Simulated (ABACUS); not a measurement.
## Al2Au in ABACUS: the effect of strain along c

Al2Au:

```
CELL_PARAMETERS angstrom
-0.09000 2.91000 3.00000
2.91000 -0.09000 3.00000
2.82000 2.82000 0.00000
ATOMIC_POSITIONS crystal
Au 0.00000 0.00000 0.00000
Al 0.75000 0.75000 0.75000
Al 0.25000 0.25000 0.25000
```

The cell isn't the ideal one: cell strained by -0.06 along c.

Alike in all runs:

- Program: ABACUS 3.10.1
- Task: relaxation of the atoms
- Functional: PBE
- Potentials or basis: PseudoDojo NC SR 0.4.1 PBE standard
- Cutoff: 1034 eV
- Density cutoff: 4136 eV
- Basis: plane waves
- k mesh: 6 × 6 × 6
- Occupations: fermi-dirac, width 0.05 eV
- Spin: no spin polarisation
- Radial cutoff of the potentials (pseudo_rcut): 7 bohr
- Max steps of the relaxation: 60
- Force threshold: 0.005 eV/Å
- Optimiser: cg
- SCF threshold on the density: 1e-08
- Max SCF steps: 100

Each run relaxes the cell or the atoms first.

```tsv
strain along c	pressure (GPa)
-0.06	11.8
-0.03	7.2
0	3.3
0.03	?
0.06	-2.6
```

Task: What does the run with strain along c 0.03 give?

Result: Pressure 0.0 GPa.

Worked out: A parabola through the other rows of the pressure, of slope -98.1 GPa per unit of strain along c there, gives 0.0 GPa, against the run's 0.0.

Caveats: the relaxation stopped at its first step, so nothing moved (some runs).
